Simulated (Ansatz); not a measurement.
**CdSe in Ansatz: the effect of functional**

The system is CdSe.

```
Cd Se
1.0
     0.00000    2.81529    2.81529
     2.81529    0.00000    2.81529
     2.81529    2.81529    0.00000
Cd Se
1 1
Cartesian
  0.0000 0.0000 0.0000
  2.8153 2.8153 2.8153
```

Measurements of this composition are mostly on another form, of space group No. 186.

The cell isn't the ideal one: volume scaled by 0.94.

Alike in all runs:

```yaml
Program: Ansatz 0.2.0
Task: single point
Potentials_or_basis: Ansatz PAW
k_mesh: 8 × 8 × 8
Occupations: fermi-dirac, width 0.05 eV
Spin: no spin polarisation
```

```tsv
functional	cutoff	pressure (GPa)
LDA	420 eV (not typed: the program's choice for these potentials)	?
PBEsol	420 eV (not typed: the program's choice for these potentials)	-0.1
r2SCAN	500 eV (not typed: the program's choice for these potentials)	2.2
```

Task: What does the run with functional LDA give?

Result: Pressure -2.5 GPa.

Caveats: the PAW data sets come from PBE, with cores solved anew for the run's functional, which leaves a small shift of forces and pressure.
